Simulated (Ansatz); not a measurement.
# BN under compression and expansion

```yaml
crystal:
  lattice:
    - [0.00000, 1.80750, 1.80750]
    - [1.80750, 0.00000, 1.80750]
    - [1.80750, 1.80750, 0.00000]
  atoms:
    - { symbol: B, position: [0.00000, 0.00000, 0.00000] }
    - { symbol: N, position: [0.75000, 0.75000, 0.75000] }
```

The geometry is COD entry 9008834, unchecked; take it as a test cell.

Levels of theory: DFT, PBEsol, all-electron LAPW, scalar-relativistic (Ansatz 0.2.0); DFT, PBEsol, PAW with Ansatz's default frozen-core files, scalar-relativistic (Ansatz 0.2.0).

For LAPW: a Γ-centred 13×13×13 k mesh, Fermi–Dirac smearing of 0.03 eV, basis error target 1 meV/atom, no spin polarisation. PAW takes a cutoff of 420 eV at this cell (files made with PBE, cores remade for this functional). The Ansatz runs share mesh, smearing and spin set-up. Plane-wave (PAW) pressures include the program's estimate of the Pulay term.

The cell above is scaled evenly, with fractional coordinates and shape held.

```csv
V/V(cell),V (Å³/atom),"P, LAPW (GPa)","P, PAW (GPa)","gap on the k mesh, LAPW (eV)"
0.9400,5.551,23.07,23.03,4.43
0.9600,5.669,13.58,13.54,4.41
0.9800,5.787,4.94,4.91,4.38
0.9900,5.846,0.91,0.89,4.37
1.0000,5.905,-2.93,-2.95,4.36
1.0100,5.964,-6.59,-6.60,4.35
1.0200,6.023,-10.09,-10.09,4.34
1.0400,6.141,?,?,?
1.0600,6.260,-22.55,-22.53,4.29
```

Fill in the row V/V(cell) = 1.0400.

P, LAPW (GPa) = -16.61, P, PAW (GPa) = -16.60, gap on the k mesh, LAPW (eV) = 4.31.

What do Birch–Murnaghan fits to the pressures give?

LAPW: V0 = 5.86 Å³/atom, B0 = 386 GPa, B0′ = 3.7; PAW: V0 = 5.86 Å³/atom, B0 = 385 GPa, B0′ = 3.7.

PAW's V0 lies -0.01 % from the all-electron value and its B0 -0.1 %. Symmetry fixes shape and coordinates here, so this is the relaxed modulus.
